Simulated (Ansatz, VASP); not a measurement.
# LiF: VASP beside Ansatz

POSCAR

```
LiF
1.0
   -0.0325980804      2.1120124695      2.1120124695
    2.1120124695     -0.0325980804      2.1120124695
    2.1120124695      2.1120124695     -0.0325980804
Li F
1 1
Direct
   -0.0015814982     -0.0015814982     -0.0015814982
    0.2515814982      0.2515814982      0.2515814982
```

Contents of INCAR.step1:

```
PREC = Accurate ; ENCUT = 520
ISMEAR = 0 ; SIGMA = 0.01
LREAL = F ; LASPH = T
NELM = 80 ; NBANDS = 12
GGA = PE ; ALGO = Normal
EDIFF = 1E-4 ; LWAVE = T
LCHARG = F
```

INCAR.step2

```
PREC = Accurate ; ENCUT = 520
EDIFF = 1E-6 ; ISMEAR = 0
SIGMA = 0.01 ; LREAL = F
LASPH = T ; NELM = 80
ALGO = Normal ; ISIF = 2
LWAVE = F ; LCHARG = F
METAGGA = R2SCAN ; LMIXTAU = T
NBANDS = 12 ; ISTART = 1
```

The input KPOINTS:

```
regular mesh
0
Gamma
  10 10 10
```

Input for Ansatz:

```yaml
crystal:
  lattice:
    - [-0.0325980804, 2.1120124695, 2.1120124695]
    - [2.1120124695, -0.0325980804, 2.1120124695]
    - [2.1120124695, 2.1120124695, -0.0325980804]
  atoms:
    - { symbol: Li, position: [-0.0015814982, -0.0015814982, -0.0015814982] }
    - { symbol: F, position: [0.2515814982, 0.2515814982, 0.2515814982] }
kpoints:
  mp_grid: { grid: [10, 10, 10] }
  band_path:
    path:
      - [0.0, 0.0, 0.0]
      - [-0.5, -0.5, 0.0]
      - [-0.375, -0.375, 0.25]
      - [-0.375, 0.0, 0.375]
      - [0.0, 0.0, 0.5]
      - [-0.5, -0.25, 0.25]
    npoints: 1
hamiltonian:
  xc: r2scan
scf:
  occupations: { method: fixed }
  n_extra_bands: 4
output:
  forces: true
  stress: true
  eigenvalues: true
```

Change from the starting cell: shear_111 strain -2.3%.

Alike in both runs: task single point; functional r2SCAN; k mesh 10 × 10 × 10; no spin polarisation.

```csv
,VASP,Ansatz
version,VASP 6.6.1,Ansatz 0.2.0
potentials or method,"VASP PAW PBE potentials, release 64 (Li_sv, F)","plane waves, PAW"
plane-wave cutoff (eV),520,500
occupations,"gaussian, width 0.01 eV",fixed
valence electrons in the cell,10,10
```

VASP gave:

```
gap on the k mesh at the Fermi level (eV) : 8.82
rms of the force components (eV/Å)        : 0.004
```

**Question.** Estimate Ansatz's values.

**Answer.** gap on the k mesh at the Fermi level (eV): 8.74; rms of the force components (eV/Å): 0.000.

Atom by atom the forces differ by 0.004 eV/Å (rms over components).

Caveats: the PAW data sets were made with another functional, which shifts forces and pressure a little (VASP). A k mesh can miss the band edges.
